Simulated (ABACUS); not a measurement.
Runs of ABACUS 3.10.1 on WC (Qusongite). It takes space group P-6m2 (No. 187, hexagonal). Conventional cell: a = 2.907 Å, b = 2.907 Å, c = 2.837 Å, α = 90.00°, β = 90.00°, γ = 120.00°. Around W (site symmetry -6m2) lie 6 C at 2.20 Å. Around C (site symmetry -6m2) lie 6 W at 2.20 Å. 

| task | potentials or basis | cutoff (eV) | SCF threshold on the density | eigensolver | gap on the mesh (eV) | pressure (GPa) | V0 of scaled cells (Å³/atom) | B0 (GPa) |
| --- | --- | --- | --- | --- | --- | --- | --- | --- |
| equation of state | PseudoDojo NC SR 0.4.1 PBE standard, DZP LCAO (the cutoffs set its grid) | 1361 | 1e-07 | genelpa | - | - | 10.58 | (a) |
| single point | PseudoDojo NC SR 0.4.1 PBE standard, plane waves | 1116 | 1e-08 | dav | none | 5.7 | - | - |
| equation of state | PseudoDojo NC SR 0.4.1 PBE standard, plane waves | 1116 | 1e-08 | dav | - | - | 10.53 | (b) |
| single point | PseudoDojo NC SR 0.4.1 PBE standard, DZP LCAO (the cutoffs set its grid) | 1361 | 1e-07 | genelpa | none | 8.0 | - | - |

Alike in all rows: level PBE; no spin polarisation; cell as given; k mesh 10 × 10 × 9; smearing fermi-dirac 0.05 eV.

Task: Fill in the values left out.

Result: (a) 386; (b) 387.

Caveats: the atomic orbitals were generated for these runs and aren't a published set (some runs); the cell was scaled at fixed shape and fractional positions, which overstates the stiffness of a crystal with free parameters, most of all of layers and chains (some runs); the basis of atomic orbitals isn't converged, which shifts pressures, moduli and gaps (some runs).

A k mesh can miss the band edges, and the runs leave out spin-orbit coupling on W.

A gap of «none» marks a metal or a gap under the smearing width.

Not every run made on this cell is shown here.
